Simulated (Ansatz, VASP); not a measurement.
This is a calculation of Ba for Ansatz 0.2.0.

Contents of input.yaml:

```yaml
crystal:
  lattice:
    - [3.5626437861, 0.0, 0.0]
    - [0.0, 3.5626437861, 0.0]
    - [0.0, 0.0, 3.5626437861]
  atoms:
    - { symbol: Ba, position: [0.0, 0.0, 0.0] }
kpoints:
  mp_grid: { grid: [7, 7, 7] }
scf:
  occupations: { method: gaussian, width: 0.01 }
hamiltonian:
  xc: pbesol
  dispersion: d3bj
  pseudopotentials: { kind: all_electron, lapw: { basis_error: 0.001 } }
magnetization:
  noncollinear: true
  spin_orbit: true
output:
  forces: true
  stress: true
  eigenvalues: true
```

Potentials or basis: all-electron LAPW, relativistic spinors.

Run with:

```sh
$ ansatz run input.yaml --threads 1 --pin off --max-ram 3072MiB --backend cpu --events-out ev --progress --plain --runs-dir out
```

Problem. Set up the same calculation for VASP 6.6.1. Potentials there: VASP PAW PBE potentials, release 64 (Ba_sv).

Solution. As run (the cutoff follows the program's own potentials):

INCAR

```
PREC     = Accurate       # precision mode
ENCUT    = 520            # plane-wave cutoff, eV
EDIFF    = 1E-7           # SCF threshold, eV
ISMEAR   = 0              # smearing method
SIGMA    = 0.01           # smearing width, eV
LREAL    = False          # projectors in reciprocal space
LASPH    = True           # aspherical terms in the spheres
NELM     = 150            # most SCF steps
ALGO     = Normal         # electronic algorithm
ISIF     = 2              # what is computed and relaxed
LWAVE    = False          # write WAVECAR
LCHARG   = False          # write CHGCAR
MAGMOM   = 0 0 0          # initial moments
LORBIT   = 11             # projections on sites
LSORBIT  = True           # spin-orbit coupling
GGA_COMPAT= False        
LORBMOM  = True         
GGA      = PS             # functional
IVDW     = 12             # dispersion correction
NBANDS   = 21             # bands
```

The input KPOINTS:

```
regular mesh
0
Gamma
  7 7 7
```

The input POSCAR:

```
Ba
1.0
    3.5626437861      0.0000000000      0.0000000000
    0.0000000000      3.5626437861      0.0000000000
    0.0000000000      0.0000000000      3.5626437861
Ba
1
Direct
    0.0000000000      0.0000000000      0.0000000000
```

Potentials or basis: VASP PAW PBE potentials, release 64 (Ba_sv).

Run with:

```bash
$ cat potpaw_PBE.64/Ba_sv/POTCAR > POTCAR
$ mpirun -np 1 vasp_ncl > vasp.out
```

Both were run:

|  | VASP | Ansatz | Ansatz less VASP |
| --- | --- | --- | --- |
| gap on the k mesh at the Fermi level (eV) | none | none | - |
| pressure (GPa) | 1.1 | 0.6 | -0.50 |
| net moment per atom (μB) | 0.00 | 0.00 | 0.000 |
| dispersion energy (meV/atom) | -353.4 | -353.6 | -0.16 |

A gap of «none» marks a metal or a gap that the smearing closes. Ansatz ran all-electron here, so the differences hold the error of VASP's frozen core and of both bases.

Caveats: the PAW data sets were made with another functional, which shifts forces and pressure a little (VASP); an odd mesh through Γ misses points on the zone boundary, where band edges often lie (Ansatz).
